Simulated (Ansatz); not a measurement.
# Sn (I4_1/amd) in Ansatz: a series of runs

One crystal, Sn, is run at these levels: PBEsol; tasks: elastic constants, phonons.

Program: Ansatz 0.2.0. These are calculated values, not measurements. Logs are shortened: lines on timing, memory, paths and dates and some standing lists are left out, and cuts for length are marked.

### Step 1. The structure

It takes space group I4_1/amd (No. 141, tetragonal). The conventional cell has a = 5.880 Å, b = 5.880 Å, c = 3.199 Å, α = 90.00°, β = 90.00°, γ = 90.00°. Sn (site symmetry -4m2) is surrounded by 6 Sn at 3.05 to 3.20 Å.

### Step 2. Elastic constants, PBEsol

Contents of input.yaml:

```yaml
crystal:
  lattice:
    - [-2.9401404553, 2.9401404553, 1.5993019889]
    - [2.9401404553, -2.9401404553, 1.5993019889]
    - [2.9401404553, 2.9401404553, -1.5993019889]
  atoms:
    - { symbol: Sn, position: [0.0, 0.0, 0.0] }
    - { symbol: Sn, position: [0.75, 0.25, 0.5] }
kpoints:
  mp_grid: { grid: [7, 7, 7] }
scf:
  occupations: { method: fermi_dirac, width: 0.05 }
hamiltonian:
  xc: pbesol
  pseudopotentials: { kind: all_electron, lapw: { basis_error: 0.001 } }
output:
  forces: true
  stress: true
elastic:
  mode: clamped_ion
  stencil: two_point
```

Potentials or basis: all-electron LAPW, scalar-relativistic.

On the command line:

```
$ ansatz run input.yaml --threads 1 --pin off --max-ram 3072MiB --backend cpu --events-out ev --progress --plain --runs-dir out
```

The program printed:

```text
Warning: RAYON_NUM_THREADS=1 ignored (pool sized by the plan → 1); use --threads N
LAPW: plane waves up to 7.675 Å⁻¹, error target 1.0e-3 eV per atom; small_component_spin mean_spin; Sn in spheres of 1.478 Å, 22 of its electrons in bands, Dirac shells [] (how accurate: hamiltonian.pseudopotentials.lapw.basis_error, Limitations)
Engine: ansatz 0.2.0, x86_64-unknown-linux-gnu
Pseudopotentials: kind: all_electron
Pseudopotential: Sn, LAPW, valence charge 22, lapw/all_electron/scalar/gaussian/Sn, Koelling and Harmon's equation, gaussian nucleus
Functional definition: PBEsol
  exchange = pbesol_x
  correlation = pbesol_c
Crystal: 2 atoms, lattice volume = 55.300 Å³
Basis set: ecut = 224.40461492977482 eV, 419 PW (Γ), FFT grids on a1+a2, a2, a3, exchange–correlation at level 2
Bands: 27, of which v1, the nominal top of the filled ones, is band 22 counted from 1 (21 counted from 0)
Symmetry: 16 space group operations
Space group: I41/amd (ITA 141), of the structure as read, at distance tolerance 3.8e-5 Å
k-points: 40 of 343
Non-local potential: Sn, projectors of the file, none
Initial density: superposition of atomic densities (chi_scale 0.1, normalization cell)
Initial wavefunctions: plane waves of lowest kinetic energy (no species holds an atomic orbital)
Functional: x = pbesol(κ = 0.804, μ = 0.12345679012345678), c = pbesol(β = 0.046)
iter 1 solved again at ethr=8.04e-5 eV; its pass at ethr=1.00e-1 eV (dr2=3.54e-2 eV) is discarded
SCF iter   1: F=—  HF=-336030.112733 eV  |F-HF|=—  |Δ(HF+E_count)|=         —  Δρ=9.83e-3  dr2=3.58e-2  ethr=8.04e-5  ⟨swp⟩=3.1  Hψ=7390  notcnv=0
preconditioner: auto → Kerker (q_TF=auto, 2.626 Å⁻¹)  [metal: Δε(μ)=0.041 eV  Ē_g=20.674 eV  σ=0.050 eV  W_gap=0.20  n_scr=16 (ndim 8)  ℏωp=26.4 eV  f_vac=0.000  D(μ)=1.25/eV (n_scr^D=4)]
SCF iter   2: F=—  HF=-336030.084149 eV  |F-HF|=—  |Δ(HF+E_count)|=   2.86e-2  Δρ=6.31e-3  dr2=1.65e-2  ethr=8.04e-5  ⟨swp⟩=2.0  Hψ=3152  notcnv=0
SCF iter   3: F=—  HF=-336030.082644 eV  |F-HF|=—  |Δ(HF+E_count)|=   1.51e-3  Δρ=3.32e-3  dr2=5.01e-3  ethr=3.75e-5  ⟨swp⟩=2.0  Hψ=3067  notcnv=0
SCF iter   4: F=—  HF=-336030.082780 eV  |F-HF|=—  |Δ(HF+E_count)|=   1.37e-4  Δρ=1.11e-3  dr2=6.65e-4  ethr=1.14e-5  ⟨swp⟩=2.0  Hψ=3067  notcnv=0
iter 5 solved again at ethr=2.50e-8 eV; its pass at ethr=1.51e-6 eV (dr2=1.10e-5 eV) is discarded
SCF iter   5: F=—  HF=-336030.082838 eV  |F-HF|=—  |Δ(HF+E_count)|=   5.72e-5  Δρ=1.40e-4  dr2=1.10e-5  ethr=2.50e-8  ⟨swp⟩=2.0  Hψ=5274  notcnv=0
SCF iter   6: F=—  HF=-336030.082837 eV  |F-HF|=—  |Δ(HF+E_count)|=   4.55e-7  Δρ=4.72e-5  dr2=1.40e-6  ethr=2.50e-8  ⟨swp⟩=2.0  Hψ=3067  notcnv=0
SCF iter   7: F=—  HF=-336030.082838 eV  |F-HF|=—  |Δ(HF+E_count)|=   5.65e-7  Δρ=1.22e-5  dr2=1.46e-7  ethr=3.17e-9  ⟨swp⟩=2.8  Hψ=3135  notcnv=0
SCF iter   8: F=—  HF=-336030.082838 eV  |F-HF|=—  |Δ(HF+E_count)|=   1.12e-8  Δρ=4.10e-6  dr2=1.15e-8  ethr=3.31e-10  ⟨swp⟩=2.0  Hψ=3067  notcnv=0
SCF iter   9: F=—  HF=-336030.082838 eV  |F-HF|=—  |Δ(HF+E_count)|=  5.82e-11  Δρ=4.84e-7  dr2=9.25e-11  ethr=2.61e-11  ⟨swp⟩=2.0  Hψ=3067  notcnv=0
SCF iter  10: F=—  HF=-336030.082838 eV  |F-HF|=—  |Δ(HF+E_count)|=  3.49e-10  Δρ=1.23e-7  dr2=8.63e-12  ethr=2.11e-12 (applied; sched 1.00e-12)  ⟨swp⟩=2.0  Hψ=3067  notcnv=0
SCF iter  11: F=—  HF=-336030.082838 eV  |F-HF|=—  |Δ(HF+E_count)|=  7.57e-10  Δρ=2.77e-8  dr2=6.38e-13  ethr=2.11e-12 (applied; sched 1.00e-12)  ⟨swp⟩=2.0  Hψ=3067  notcnv=0
SCF iter  12: F=-336030.082838 eV  HF=-336030.082838 eV  |F-HF|=1.75e-10  |Δ(HF+E_count)|=  8.73e-10  Δρ=9.66e-9  dr2=4.38e-14  ethr=2.11e-12 (applied; sched 1.00e-12)  ⟨swp⟩=2.0  Hψ=3067  notcnv=0
SCF 1 converged in 12 iterations: F = -336030.082838 eV  dr2 = 4.38e-14
Crystal: 2 atoms, lattice volume = 55.190 Å³
Basis set: ecut = 224.70432064810166 eV, 419 PW (Γ), FFT grids on a1+a2, a2, a3, exchange–correlation at level 2
Symmetry: 8 space group operations
k-points: 64 of 343
Initial density: handed on by an earlier stage of this run
Initial wavefunctions: plane waves of lowest kinetic energy (no species holds an atomic orbital; no wavefunctions were taken with the density)
iter 1 solved again at ethr=1.87e-8 eV; its pass at ethr=1.00e-1 eV (dr2=8.23e-6 eV) is discarded
SCF iter   1: F=—  HF=-336030.084013 eV  |F-HF|=—  |Δ(HF+E_count)|=         —  Δρ=9.14e-5  dr2=6.94e-6  ethr=1.87e-8  ⟨swp⟩=5.8  Hψ=15474  notcnv=0
preconditioner: auto → Kerker (q_TF=auto, 2.627 Å⁻¹)  [metal: Δε(μ)=0.023 eV  Ē_g=20.950 eV  σ=0.050 eV  W_gap=0.12  n_scr=16 (ndim 8)  ℏωp=26.4 eV  f_vac=0.000  D(μ)=1.26/eV (n_scr^D=4)]
SCF iter   2: F=—  HF=-336030.084012 eV  |F-HF|=—  |Δ(HF+E_count)|=   1.47e-6  Δρ=6.09e-5  dr2=3.21e-6  ethr=1.58e-8  ⟨swp⟩=2.0  Hψ=4908  notcnv=0
iter 3 solved again at ethr=4.72e-10 eV; its pass at ethr=7.30e-9 eV (dr2=2.08e-7 eV) is discarded
SCF iter   3: F=—  HF=-336030.084011 eV  |F-HF|=—  |Δ(HF+E_count)|=   1.01e-6  Δρ=1.45e-5  dr2=2.07e-7  ethr=4.72e-10  ⟨swp⟩=2.0  Hψ=8473  notcnv=0
[... 95 lines left out ...]
SCF iter   3: F=—  HF=-336030.082833 eV  |F-HF|=—  |Δ(HF+E_count)|=   1.26e-8  Δρ=4.49e-6  dr2=1.07e-8  ethr=2.44e-11  ⟨swp⟩=2.0  Hψ=8434  notcnv=0
SCF iter   4: F=—  HF=-336030.082833 eV  |F-HF|=—  |Δ(HF+E_count)|=   6.23e-9  Δρ=3.81e-7  dr2=4.00e-11  ethr=2.44e-11  ⟨swp⟩=2.0  Hψ=4905  notcnv=0
SCF iter   5: F=—  HF=-336030.082833 eV  |F-HF|=—  |Δ(HF+E_count)|=  9.31e-10  Δρ=2.91e-7  dr2=1.50e-11  ethr=2.11e-12 (applied; sched 1.00e-12)  ⟨swp⟩=2.0  Hψ=4905  notcnv=0
SCF iter   6: F=—  HF=-336030.082833 eV  |F-HF|=—  |Δ(HF+E_count)|=  3.49e-10  Δρ=8.89e-8  dr2=1.50e-12  ethr=2.11e-12 (applied; sched 1.00e-12)  ⟨swp⟩=2.0  Hψ=4905  notcnv=0
SCF iter   7: F=-336030.082833 eV  HF=-336030.082833 eV  |F-HF|=2.33e-10  |Δ(HF+E_count)|=  5.82e-11  Δρ=8.94e-9  dr2=2.30e-14  ethr=2.11e-12 (applied; sched 1.00e-12)  ⟨swp⟩=2.0  Hψ=4905  notcnv=0
SCF 9 converged in 7 iterations: F = -336030.082833 eV  dr2 = 2.30e-14
SCF converged after 12 iterations
Free energy (F): -336030.082838 eV
Harris-Foulkes:  -336030.082838 eV  (|F-HF|=1.75e-10)
Internal energy: -336030.073297 eV  (E = F + TS)
E sigma→0 (E₀):  -336030.078067 eV
Entropy (-TS):   -0.009541 eV (-4.770 meV/atom)
Fermi energy:    13.127302 eV
--- Per-component energies (eV) ---
  E_band       = -1418.619129
  E_kinetic    = 353380.822136
  E_xc         = -8844.396170
  E_electrostatic = -680566.499264  (all electrons and nuclei)
  E_smearing   = -0.009541  (= −TS)
  E_closure    = 0.000000  (closes the sum)
  E_atoms      = -336021.595641  (free atoms, spherical and without spin; not in F)
  Σ components = -336030.082838   (vs F -336030.082838, Δ=0.00e0)
  Basis errors (estimates in eV, not in F): energy 3.3e-4 per atom: plane waves 3.2e-4 (1.8e-4 summed), levels above the bands 1.3e-61, relativity 1.4e-8, radial functions 9.4e-6, core shells 7.8e-9; eigenvalues (radial functions only) 2.9e-7; not estimated: angular momenta, meshes, grids; target (lapw.basis_error) 1.0e-3; muffin-tin radii Sn 1.478 Å
--- Forces (eV/Å), atoms counted from 1 ---
  atom   1  Sn     0.00000000     0.00000000     0.00000000
  atom   2  Sn     0.00000000     0.00000000     0.00000000
  max |Σ_I F_I| component: 8.67e-19 eV/Å
--- Stress (GPa, compression-positive) ---
       -1.814011       0.000000       0.000000
        0.000000      -1.814011      -0.000000
        0.000000      -0.000000      -1.199342
  P = ⅓ Tr σ = -1.6091 GPa (-16.091 kbar)
--- Band table (eV; the first three rows and the last of 40) ---
  k-point 0: bands = ["-115.9696", "-115.9689", "-71.8069", "-71.8067", "-71.8008", "-71.8008", "-71.7940", "-71.7940", "-8.3593", "-8.2734", "-8.2373", "-8.2204", "-8.0789", "-8.0789", "-8.0685", "-8.0685", "-7.9907", "-7.8869", "2.1824", "9.4682", "11.2566", "11.2566", "16.1618", "19.2983", "19.2983", "19.9236", "20.0219"]
  k-point 1: bands = ["-115.9696", "-115.9689", "-71.8069", "-71.8067", "-71.8004", "-71.8004", "-71.7944", "-71.7943", "-8.3431", "-8.2760", "-8.2305", "-8.2238", "-8.0870", "-8.0705", "-8.0646", "-8.0627", "-8.0001", "-7.9027", "2.3632", "8.2982", "11.4710", "12.0951", "16.9916", "17.9993", "18.3908", "19.7943", "19.9548"]
  k-point 2: bands = ["-115.9695", "-115.9690", "-71.8070", "-71.8069", "-71.7995", "-71.7993", "-71.7953", "-71.7952", "-8.2977", "-8.2802", "-8.2508", "-8.1874", "-8.1143", "-8.0607", "-8.0541", "-8.0462", "-8.0237", "-7.9419", "2.9050", "6.5863", "12.1051", "13.1025", "16.1787", "16.8158", "19.1837", "19.3942", "19.5247"]
  k-point 39: bands = ["-115.9693", "-115.9692", "-71.8068", "-71.8068", "-71.8013", "-71.8009", "-71.7939", "-71.7935", "-8.2875", "-8.2852", "-8.1360", "-8.1034", "-8.1014", "-8.0912", "-8.0751", "-8.0631", "-8.0544", "-8.0542", "5.2126", "5.7604", "8.5671", "9.1266", "18.2383", "18.2506", "21.3688", "22.0921", "24.3530"]
--- Elastic constants: 4 strain directions × 2 members + reference (group order 16) ---
  dense FFT box of the reference and of every strained cell: 16×24×24 on a1+a2, a2, a3
  strains applied: 11, 33, 23, 12; error gains: componentwise 1.00 (the most a stress slope's error grows in a printed constant), spectral 1.41 (1 for all six strains in a standard setting)
  C = ∂σ_k/∂η_j (tension-positive GPa; Voigt order 11 22 33 23 13 12):
       114.017      2.513     28.545      0.000      0.000      0.000
         2.513    114.017     28.545      0.000      0.000      0.000
        29.173     29.173     84.947      0.000      0.000      0.000
         0.000      0.000      0.000     25.408      0.000      0.000
         0.000     -0.000      0.000      0.000     25.408     -0.000
         0.000      0.000      0.000      0.000      0.000      7.261
  reference stress σ⁰ (GPa):      1.814      1.814      1.199      0.000     -0.000     -0.000
  no Pulay correction (none for the plane-wave cutoff is built on LAPW): the batch's stresses and constants are at fixed plane waves
  C* (energy form; C + prestress term) asymmetry max|C*_kj − C*_jk| = 1.284e-2 GPa — a small one proves nothing (zero by symmetry where the batch's group is 432, −43m or m−3m); a large one is finite-difference/SCF noise where every solve meets its electron count
  moduli (Voigt/Reuss/Hill, GPa): K = 48.16/48.15/48.16   G = 28.47/18.56/23.51   E = 60.66   ν = 0.290
  mechanically stable: yes (min eigenvalue of sym C = 7.26 GPa)
  where every solve meets its electron count the energy-path curvature estimates C_jj along a normal strain and C_jj − ¼(σ⁰_aa + σ⁰_bb) along a shear (ab), closely only under elastic.basis: deformed
  strain η (Voigt 11):  stress-route row diagonal C_11 = 114.02 GPa, energy-path curvature d²(F+E_count)/dδ²/Ω₀ = 113.99 GPa
         δ    σ_11 (GPa)             F (eV)   n_scf  n_hpsi   n_pw
    -2.000e-3       1.5832     -336030.0840107      10   64004    433
     2.000e-3       2.0393     -336030.0815075      10   63693    433
  strain η (Voigt 33):  stress-route row diagonal C_33 = 84.95 GPa, energy-path curvature d²(F+E_count)/dδ²/Ω₀ = 84.92 GPa
         δ    σ_33 (GPa)             F (eV)   n_scf  n_hpsi   n_pw
    -2.000e-3       1.0250     -336030.0836060      10   39820    433
     2.000e-3       1.3648     -336030.0819522       9   36949    433
  strain η (Voigt 23):  stress-route row diagonal C_44 = 25.41 GPa, energy-path curvature d²(F+E_count)/dδ²/Ω₀ = 24.66 GPa
         δ    σ_23 (GPa)             F (eV)   n_scf  n_hpsi   n_pw
    -2.000e-3      -0.0508     -336030.0828207       9   92464    433
     2.000e-3       0.0508     -336030.0828207       9   92563    433
  strain η (Voigt 12):  stress-route row diagonal C_66 = 7.26 GPa, energy-path curvature d²(F+E_count)/dδ²/Ω₀ = 6.33 GPa
         δ    σ_12 (GPa)             F (eV)   n_scf  n_hpsi   n_pw
    -2.000e-3      -0.0145     -336030.0828334       7   49640    433
     2.000e-3       0.0145     -336030.0828334       7   49649    433
```

It took 93 s on 1 thread of Intel Xeon Platinum 8488C (Sapphire Rapids), shared host; peak memory 0.51 GiB.

Results:

| Quantity | Value |
| --- | --- |
| Free energy | -336030.0828 eV |
| Pressure | -1.6 GPa |
| Band gap on the k mesh | none (metal or under the smearing width) |
| Voigt bulk modulus | 48 GPa |

Elastic tensor in Voigt notation (GPa, ions clamped, in the Cartesian axes of the cell as first typed):
```
114   3  29   0   0   0
  3 114  29   0   0   0
 29  29  85   0   0   0
  0   0   0  25   0   0
  0   0   0   0  25   0
  0   0   0   0   0   7
```

Caveat: the k mesh is thin for a metal, which can move the energy by tens of meV per atom; a metal's response needs a denser mesh; elastic constants of metals need much finer meshes, so these are rough.

### Step 3. Phonons, PBEsol

input.yaml: that of step 2 with these lines changed.

```diff
@@ -15,7 +15,5 @@
   pseudopotentials: { kind: all_electron, lapw: { basis_error: 0.001 } }
-output:
-  forces: true
-  stress: true
-elastic:
-  mode: clamped_ion
-  stencil: two_point
+output: {}
+phonons:
+  method: fd
+  supercell: [1, 1, 1]
```

Potentials or basis: all-electron LAPW, scalar-relativistic.

On the command line:

```
$ ansatz run input.yaml --threads 1 --pin off --max-ram 3072MiB --backend cpu --events-out ev --progress --plain --runs-dir out
```

The program printed:

```text
Warning: RAYON_NUM_THREADS=1 ignored (pool sized by the plan → 1); use --threads N
LAPW: plane waves up to 7.675 Å⁻¹, error target 1.0e-3 eV per atom; small_component_spin mean_spin; Sn in spheres of 1.478 Å, 22 of its electrons in bands, Dirac shells [] (how accurate: hamiltonian.pseudopotentials.lapw.basis_error, Limitations)
Engine: ansatz 0.2.0, x86_64-unknown-linux-gnu
Pseudopotentials: kind: all_electron
Pseudopotential: Sn, LAPW, valence charge 22, lapw/all_electron/scalar/gaussian/Sn, Koelling and Harmon's equation, gaussian nucleus
Functional definition: PBEsol
  exchange = pbesol_x
  correlation = pbesol_c
Crystal: 2 atoms, lattice volume = 55.300 Å³
Basis set: ecut = 224.40461492977482 eV, 419 PW (Γ), FFT grids on a1+a2, a2, a3, exchange–correlation at level 2
Bands: 27, of which v1, the nominal top of the filled ones, is band 22 counted from 1 (21 counted from 0)
[... 60 lines left out ...]
  Basis errors (estimates in eV, not in F): energy 3.3e-4 per atom: plane waves 3.2e-4 (1.8e-4 summed), levels above the bands 1.3e-61, relativity 1.5e-8, radial functions 9.4e-6, core shells 7.8e-9; eigenvalues (radial functions only) 2.9e-7; not estimated: angular momenta, meshes, grids; target (lapw.basis_error) 1.0e-3; muffin-tin radii Sn 1.478 Å
--- Forces (eV/Å), atoms counted from 1 ---
  atom   1  Sn     0.00000000    -0.00000000     0.00000000
  atom   2  Sn    -0.00000000     0.00000000     0.00000000
  max |Σ_I F_I| component: 8.67e-19 eV/Å
--- Band table (eV; the first three rows and the last of 40) ---
  k-point 0: bands = ["-115.9696", "-115.9689", "-71.8069", "-71.8067", "-71.8008", "-71.8008", "-71.7940", "-71.7940", "-8.3593", "-8.2733", "-8.2373", "-8.2204", "-8.0789", "-8.0789", "-8.0685", "-8.0685", "-7.9907", "-7.8869", "2.1824", "9.4682", "11.2566", "11.2566", "16.1618", "19.2983", "19.2983", "19.9236", "20.0219"]
  k-point 1: bands = ["-115.9696", "-115.9689", "-71.8069", "-71.8067", "-71.8004", "-71.8004", "-71.7944", "-71.7943", "-8.3431", "-8.2760", "-8.2305", "-8.2238", "-8.0870", "-8.0705", "-8.0646", "-8.0627", "-8.0001", "-7.9027", "2.3632", "8.2982", "11.4710", "12.0951", "16.9916", "17.9993", "18.3908", "19.7943", "19.9548"]
  k-point 2: bands = ["-115.9695", "-115.9690", "-71.8070", "-71.8069", "-71.7995", "-71.7993", "-71.7953", "-71.7952", "-8.2977", "-8.2802", "-8.2508", "-8.1874", "-8.1143", "-8.0607", "-8.0541", "-8.0462", "-8.0237", "-7.9419", "2.9050", "6.5863", "12.1051", "13.1025", "16.1787", "16.8158", "19.1837", "19.3942", "19.5247"]
  k-point 39: bands = ["-115.9693", "-115.9692", "-71.8068", "-71.8068", "-71.8013", "-71.8009", "-71.7939", "-71.7935", "-8.2875", "-8.2852", "-8.1360", "-8.1034", "-8.1014", "-8.0912", "-8.0751", "-8.0631", "-8.0544", "-8.0542", "5.2126", "5.7604", "8.5671", "9.1265", "18.2383", "18.2506", "21.3688", "22.0921", "24.3530"]
--- Phonons: 2 displaced members + reference (amplitude 0.01 Å, Σ member SCF iterations 14) ---
  symmetry images taken by strict's conditions (phonons.symmetry_images: auto; settled by no image being taken that strict refuses)
  ASR residual: 8.359e-5 → 0.000e0 eV/Å²; symmetrization residual: 8.882e-16 eV/Å²
  largest component of a force at the reference: 8.7e-19 eV/Å
  ASR residual per site (eV/Å²): 8.36e-5 8.36e-5
  Γ frequencies (cm⁻¹): 0.00 0.00 0.00 15.59 116.45 116.45
  density of states and harmonic sums: on the 22×22×15 q-mesh, interpolated from the force constants of a 1×1×1 supercell (no non-analytic term)
  largest difference from the sums on the solved wave vectors: F 8.61e-1 eV, S 1.12e-3 and C_V 2.58e-4 eV/K
  zero-point energy: 0.020953 eV/cell   skipped modes (ω ≤ 0): 3   left out of the sums: 6.89e-5 of the cell's modes: C_V's classical limit lies that fraction below 3 k_B per atom; for a crystal, a wire or a layer, F and S can be off by more, and a phonons.interpolated_qmesh denser along its periods is the remedy for the sampling
```

phdos.tsv:

```text
# omega_inv_cm	omega_thz	g_bin_mean(omega)[modes/inv_cm]
# format = ansatz-phdos/2
# interpolated_qmesh = 22 22 15
# force_constants_supercell = 1 1 1
# lo_to_splitting: not included (the non-analytic LO-TO correction is not applied to the interpolated dynamical matrix; polar crystals: no LO-TO splitting at GAMMA, and LO and other optical branches, acoustic branches and sound speeds, and with them the density of states and the thermodynamics, can be off between the wave vectors that the force constants were sampled on, most near GAMMA; a larger extent of the force constants narrows that region and is not shown to mend the acoustic slopes)
# g_bin_mean(omega): the modes in a bin one row spacing wide, centred on omega, divided by that spacing. A flat band (one whose frequency is the same at every q-point) is counted whole in the row whose bin holds it (on the edge of two bins, in the lower row). The modes of the run's own cell are the sum of g_bin_mean times the row spacing in inv_cm (a plain sum, not the trapezoid rule); for a one-atom cell on a GAMMA-only q-mesh every row is zero, so that sum is 0, not 3
0.000000	0.000000	1.933175e-6
0.232906	0.006982	5.026255e-5
0.465812	0.013965	1.894511e-4
0.698718	0.020947	4.214321e-4
0.931624	0.027929	8.102376e-4
1.164530	0.034912	2.002271e-3
[... 493 lines left out ...]
116.220090	3.484191	4.096249e-3
116.452996	3.491173	1.601993e-4
```

It took 51 s on 1 thread of Intel Xeon Platinum 8488C (Sapphire Rapids), shared host; peak memory 0.48 GiB.

Results:

```yaml
Free_energy: -336030.0828 eV
Band_gap_on_the_k_mesh: none (metal or under the smearing width)
Highest_phonon_frequency_at_Γ: 116 cm⁻¹
```

Phonon frequencies in cm⁻¹ (negative: imaginary):
| q point | frequencies |
| --- | --- |
| (0.000, 0.000, 0.000) | 0 0 0 16 116 116 |

Caveat: the k mesh is thin for a metal, which can move the energy by tens of meV per atom; a metal's response needs a denser mesh.
